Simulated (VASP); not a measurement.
# BN (F-43m) in VASP: notebook, part 2 of 2

VASP 6.6.1. The steps go on from the part before.

## Step 3: Relaxation of cell and atoms, PBE+D3(BJ)

This run uses another cell than the first one, of 5.95 Å³/atom, 1.015 times its volume.

Contents of INCAR:

```
SYSTEM = BN
PREC = Accurate ; ENCUT = 600
EDIFF = 1E-7 ; ISMEAR = 0
SIGMA = 0.02 ; LREAL = .False.
LASPH = .True. ; NELM = 120
ALGO = Normal ; ISIF = 3
LWAVE = .False. ; LCHARG = .False.
GGA = PE ; IVDW = 12
IBRION = 2 ; NSW = 70
EDIFFG = -0.02 ; GGA_COMPAT = .False.
NELMIN = 4
```

Contents of KPOINTS:

```
Automatic mesh
0
Gamma
  12 12 12
  0 0 0
```

Contents of POSCAR:

```
BN
1.0
    0.0000000000      1.8121622641      1.8121622641
    1.8121622641      0.0000000000      1.8121622641
    1.8121622641      1.8121622641      0.0000000000
B N
1 1
Direct
    0.0000000000      0.0000000000      0.0000000000
    0.7500000000      0.7500000000      0.7500000000
```

Potentials or basis: VASP PAW PBE potentials, release 64 (B, N).

Command:

```console
cat potpaw_PBE.64/B/POTCAR potpaw_PBE.64/N/POTCAR > POTCAR
mpirun -np 1 vasp_std > vasp.out
```

OUTCAR:

```text
SYSTEM = BN
   PREC = Accurate
   ENCUT = 600
   EDIFF = 1E-7
   ISMEAR = 0
   LREAL = .False.
   LASPH = .True.
   NELM = 120
   ISIF = 3
   GGA = PE
   IVDW = 12
   IBRION = 2
   NSW = 70
   EDIFFG = -0.02
   NELMIN = 4
 IVDW          = 12

 ion  position               nearest neighbor table
   1  0.000  0.000  0.000-   2 1.57   2 1.57   2 1.57   2 1.57
   2  0.750  0.750  0.750-   1 1.57   1 1.57   1 1.57   1 1.57

  LATTYP: Found a face centered cubic cell.
 ALAT       =     3.6243245282

  Lattice vectors:

 A1 = (   0.0000000000,   1.8121622641,   1.8121622641)
 A2 = (   1.8121622641,   0.0000000000,   1.8121622641)
 A3 = (   1.8121622641,   1.8121622641,   0.0000000000)

Analysis of symmetry for initial positions (statically):
=====================================================================
 Subroutine PRICEL returns:
 Original cell was already a primitive cell.

 Routine SETGRP: Setting up the symmetry group for a
 face centered cubic supercell.

 Subroutine GETGRP returns: Found 24 space group operations
 (whereof 24 operations were pure point group operations)
 out of a pool of 48 trial point group operations.

The static configuration has the point symmetry T_d .

Analysis of symmetry for dynamics (positions and initial velocities):
=====================================================================
 Subroutine PRICEL returns:
 Original cell was already a primitive cell.

 Routine SETGRP: Setting up the symmetry group for a
 face centered cubic supercell.

 Subroutine GETGRP returns: Found 24 space group operations
 (whereof 24 operations were pure point group operations)
 out of a pool of 48 trial point group operations.

The dynamic configuration has the point symmetry T_d .

 Subroutine INISYM returns: Found 24 space group operations
 (whereof 24 operations are pure point group operations),
 and found     1 'primitive' translations

----------------------------------------------------------------------------------------

                                     Primitive cell

  volume of cell :      11.9020

  direct lattice vectors                    reciprocal lattice vectors
     0.000000000  1.812162264  1.812162264    -0.275913482  0.275913482  0.275913482
     1.812162264  0.000000000  1.812162264     0.275913482 -0.275913482  0.275913482
     1.812162264  1.812162264  0.000000000     0.275913482  0.275913482 -0.275913482

  length of vectors
     2.562784451  2.562784451  2.562784451     0.477896169  0.477896169  0.477896169

  position of ions in fractional coordinates (direct lattice)
     0.000000000  0.000000000  0.000000000
     0.750000000  0.750000000  0.750000000

  ion indices of the primitive-cell ions
   primitive index   ion index
                 1           1
                 2           2

----------------------------------------------------------------------------------------

 KPOINTS: Automatic mesh

Automatic generation of k-mesh.
 Grid dimensions read from file:
 generate k-points for:   12   12   12

 Generating k-lattice:

  Cartesian coordinates                     Fractional coordinates (reciprocal lattice)
    -0.022992790  0.022992790  0.022992790     0.083333333  0.000000000  0.000000000
     0.022992790 -0.022992790  0.022992790     0.000000000  0.083333333  0.000000000
     0.022992790  0.022992790 -0.022992790     0.000000000  0.000000000  0.083333333

  Length of vectors
     0.039824681  0.039824681  0.039824681

  Shift w.r.t. Gamma in fractional coordinates (k-lattice)
     0.000000000  0.000000000  0.000000000

 Subroutine IBZKPT returns following result:
 ===========================================

 Found     72 irreducible k-points:

 Following reciprocal coordinates:
            Coordinates               Weight
  0.000000  0.000000  0.000000      1.000000
  0.083333  0.000000  0.000000      8.000000
  0.166667  0.000000  0.000000      8.000000
  0.250000  0.000000  0.000000      8.000000
  0.333333  0.000000  0.000000      8.000000
  0.416667  0.000000  0.000000      8.000000
[... 16 lines left out ...]
  0.500000  0.166667  0.000000     24.000000
 -0.416667  0.166667  0.000000     24.000000
 [... further k-points ...]
   k-points           NKPTS =     72   k-points in BZ     NKDIM =     72   number of bands    NBANDS=      8
   number of dos      NEDOS =    301   number of ions     NIONS =      2
   total plane-waves  NPLWV =   8000
   dimension x,y,z NGX =    20 NGY =   20 NGZ =   20
   dimension x,y,z NGXF=    40 NGYF=   40 NGZF=   40
   ions per type =               1   1
   NGX,Y,Z   is equivalent  to a cutoff of  12.97, 12.97, 12.97 a.u.
   NGXF,Y,Z  is equivalent  to a cutoff of  25.95, 25.95, 25.95 a.u.
 SYSTEM =  BN
   PREC   = accura    normal or accurate (medium, high low for compatibility)
   ISTART =      0    job   : 0-new  1-cont  2-samecut
   ICHARG =      2    charge: 1-file 2-atom 10-const
   ISPIN  =      1    spin polarized calculation?
   LNONCOLLINEAR =      F non collinear calculations
   LSORBIT =      F    spin-orbit coupling
   LASPH  =      T    aspherical Exc in radial PAW
   ENCUT  =  600.0 eV  44.10 Ry    6.64 a.u.   5.12  5.12  5.12*2*pi/ulx,y,z
   NELM   =    120;   NELMIN=  4; NELMDL= -5     # of ELM steps
   EDIFF  = 0.1E-06   stopping-criterion for ELM
   LREAL  =      F    real-space projection
   EDIFFG = -.2E-01   stopping-criterion for IOM
   NSW    =     70    number of steps for IOM
   IBRION =      2    ionic relax: 0-MD 1-quasi-New 2-CG
   NFREE  =      1    steps in history (QN), initial steepest desc. (CG)
   ISIF   =      3    stress and relaxation
   ISYM   =      2    0-nonsym 1-usesym 2-fastsym
   POTIM  = 0.5000    time-step for ionic-motion
   TEBEG  =    0.0;   TEEND  =   0.0 temperature during run
   PSTRESS=    0.0 pullay stress
   NELECT =       8.0000    total number of electrons
   NUPDOWN=      -1.0000    fix difference up-down
   EMIN   =  10.00;   EMAX   =-10.00  energy-range for DOS
   EFERMI =   0.00;   METHOD = LEGACY
   ISMEAR =     0;   SIGMA  =   0.02  broadening in eV -4-tet -1-fermi 0-gaus
   EFERMI_NEDOS =   21; number of points for ismear=-14 and -15
   IALGO  =     38    algorithm
   IMIX   =      4    mixing-type and parameters
     AMIX     =   0.40;   BMIX     =  1.00
     AMIX_MAG =   1.60;   BMIX_MAG =  1.00
  volume/ion in A,a.u.               =       5.95        40.16
  Fermi-wavevector in a.u.,A,eV,Ry     =   1.434050  2.709962 27.980388  2.056501
  Thomas-Fermi vector in A             =   2.553501
   LORBIT       =      0    0 simple, 1 ext, 2 COOP (PROOUT), +10 PAW based schemes
   GGA     = PE    functional components
   LHFCALC =     F    Hartree Fock is set to
   AEXX    =    0.0000 exact exchange contribution
   IVDW    =    12    specifies the selected vdW correction
   LEPSILON=     F    determine dielectric tensor
   LRPA    =     F    only Hartree local field effects (RPA)
 conjugate gradient relaxation of ions
 non-spin polarized calculation
 Gauss-broadening in eV      SIGMA  =   0.02
  energy-cutoff  :      600.00
  volume of cell :       11.90
 maximum number of plane-waves:       415
   NGX = 11   NGY = 11   NGZ = 11

--------------------------------------- Ionic step        1  -------------------------------------------

 number of electron       7.9999999 magnetization

 Free energy of the ion-electron system (eV)
  ---------------------------------------------------
  ext. energy  EPLUGINS =         0.00000000
  ---------------------------------------------------
  free energy    TOTEN  =       -17.45462931 eV

  energy without entropy =      -17.45462931  energy(sigma->0) =      -17.45462931

------------------------ aborting loop because EDIFF is reached ----------------------------------------

 Edisp (eV)   -0.41514

 E8    (eV) :    -0.1227
[... 71 lines left out ...]
--------------------------------------- Ionic step        3  -------------------------------------------

 number of electron       7.9999999 magnetization

 Free energy of the ion-electron system (eV)
  ---------------------------------------------------
  ext. energy  EPLUGINS =         0.00000000
  ---------------------------------------------------
  free energy    TOTEN  =       -17.45149072 eV

  energy without entropy =      -17.45149072  energy(sigma->0) =      -17.45149072

 E-fermi :   7.6219     XC(G=0): -12.8572

 val. band max:        7.4899900459   @ k =   0.0000   0.0000   0.0000
 cond. band min:      11.9569555211   @ k =   0.5000   0.5000   0.0000
 fundamental gap:      4.4669654752
 Fermi energy:         7.6219360135

 k-point     1 :       0.0000    0.0000    0.0000
  band No.  band energies     occupation
      1     -12.8215      2.00000
      2       7.4900      2.00000
      3       7.4900      2.00000
      4       7.4900      2.00000
      5      16.3434      0.00000
      6      16.3434      0.00000
      7      16.3434      0.00000
      8      17.9555      0.00000
[... 243 lines left out ...]
 k-point    24 :      -0.4167    0.1667    0.0000
  band No.  band energies     occupation
      1      -8.2053      2.00000
      2      -2.5685      2.00000
      3       3.3433      2.00000
      4       4.9045      2.00000
      5      16.8396      0.00000
      6      19.7852      0.00000
      7      19.7864      0.00000
      8      23.2727      0.00000

 [... further k-points ...]

------------------------ aborting loop because EDIFF is reached ----------------------------------------

 Edisp (eV)   -0.42134

 E8    (eV) :    -0.1245
[... 25 lines left out ...]
  FREE ENERGIE OF THE ION-ELECTRON SYSTEM (eV)
  ---------------------------------------------------
  free  energy   TOTEN  =       -17.8728311492 eV

  energy  without entropy=      -17.8728311492  energy(sigma->0) =      -17.87283115

 reached required accuracy - stopping structural energy minimisation
```

OSZICAR:

```text
N       E                     dE             d eps       ncg     rms          rms(c)
DAV:   1     0.148866503613E+02    0.14887E+02   -0.56050E+03  1160   0.110E+03
DAV:   2    -0.181300083648E+02   -0.33017E+02   -0.32033E+02  1584   0.204E+02
DAV:   3    -0.184080789323E+02   -0.27807E+00   -0.27807E+00  1320   0.222E+01
[... 23 lines left out ...]
DAV:   3    -0.174515455614E+02    0.16262E-03   -0.43204E-04  1328   0.215E-01    0.489E-02
DAV:   4    -0.174514921726E+02    0.53389E-04   -0.69742E-05  1336   0.781E-02    0.130E-02
DAV:   5    -0.174514910631E+02    0.11095E-05   -0.24093E-06  1384   0.136E-02    0.790E-03
DAV:   6    -0.174514906906E+02    0.37243E-06   -0.12680E-07   920   0.522E-03    0.410E-04
DAV:   7    -0.174514907244E+02   -0.33738E-07   -0.69737E-09   576   0.887E-04
   3 F= -.17872831E+02 E0= -.17872831E+02  d E =-.305761E-02
```

CONTCAR:

```text
BN
   1.00000000000000
    -0.0000000000000000    1.8032408875111614    1.8032408875111614
     1.8032408875111614    0.0000000000000000    1.8032408875111614
     1.8032408875111614    1.8032408875111614    0.0000000000000000
  B               N
     1     1
Direct
     0.0000000000000000    0.0000000000000000    0.0000000000000000
     0.7500000000000000    0.7500000000000000    0.7500000000000000

  0.00000000E+00  0.00000000E+00  0.00000000E+00
  0.00000000E+00  0.00000000E+00  0.00000000E+00
```

Run time: 30 s. Hardware: 1 thread of Intel Xeon 8259CL, shared host; peak memory 0.14 GiB.

What came out:

```
Free energy                            : -17.8728 eV
Relaxed volume                         : 5.86 Å³/atom
Relaxed cell                           : a = 2.550 Å, b = 2.550 Å, c = 2.550 Å, α = 60.00°, β = 60.00°, γ = 60.00°
Space group after relaxing (to 0.05 Å) : F-43m (No. 216)
Energy gained by relaxing              : 1.5 meV/atom
Ionic steps                            : 3
Pressure after relaxing                : 0.0 GPa
Band gap on the k mesh                 : 4.47 eV, indirect (least direct gap 8.85 eV)
Dispersion energy per atom             : -0.211 eV
```

Step by step:
```
step  energy change (eV)  largest force (eV/Å)  pressure (GPa)  volume (Å³)
   1              0.0000                0.0000           -5.52        11.90
   2              0.0001                0.0000            5.91        11.55
   3             -0.0031                0.0000            0.00        11.73
```

Final structure:
```xyz
2
Lattice="0.0000 1.8032 1.8032 1.8032 0.0000 1.8032 1.8032 1.8032 0.0000" Properties=species:S:1:pos:R:3 pbc="T T T"
B     0.0000    0.0000    0.0000
N     2.7049    2.7049    2.7049
```

Levels at points of the mesh, in eV from the valence-band top:
```tsv
k point	band 1	band 2	band 3	band 4	band 5	band 6	band 7	band 8
(0.00, 0.00, 0.00)	-20.31	0.00	0.00	0.00	8.85	8.85	8.85	10.47
(0.50, 0.00, 0.00)	-16.06	-10.76	-1.95	-1.95	10.24	10.74	10.74	15.33
(0.50, 0.50, 0.00)	-14.68	-8.96	-4.94	-4.94	4.47	9.27	18.03	18.03
```

A k mesh can miss the band edges.

## Step 4: Comparison with measurements

Step 2. A measured gap of BN is 6.4 eV (indirect; 300 K; a printed reference work, monograph); the calculated 4.47 eV misses it by -1.93 eV. The value is that of PBE+D3(BJ) on a finite k mesh, which can miss the band edges, without temperature or zero-point motion. Semilocal functionals fall short of measured gaps as a rule.
